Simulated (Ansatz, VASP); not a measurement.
One calculation of ZnO (zincite), two programs

```
CELL_PARAMETERS angstrom
3.16024 0.00000 0.00000
-1.58012 2.73685 0.00000
0.00000 0.00000 5.06301
ATOMIC_POSITIONS crystal
Zn 0.33333 0.66667 0.50000
Zn 0.66667 0.33333 0.00000
O 0.66667 0.33333 0.37901
O 0.33333 0.66667 0.87901
```

Alike in both runs: task single point; functional PBE; k mesh 12 × 12 × 4; no spin polarisation.

|  | VASP | Ansatz |
| --- | --- | --- |
| version | VASP 6.6.1 | Ansatz 0.2.0 |
| potentials or method | VASP PAW PBE potentials, release 64 (Zn, O) | plane waves, PAW |
| plane-wave cutoff (eV) | 520 | 571 |
| occupations | gaussian, width 0.01 eV | fixed |
| valence electrons in the cell | 36 | 36 |

|  | VASP | Ansatz | Ansatz less VASP |
| --- | --- | --- | --- |
| pressure (GPa) | 21.4 | 19.9 | -1.54 |
| largest component of the traceless stress (GPa) | 1.51 | 1.46 | -0.047 |

Caveats: so large a pressure means that the cell lies far from this level's equilibrium, or that cutoff or potentials fall short (VASP).
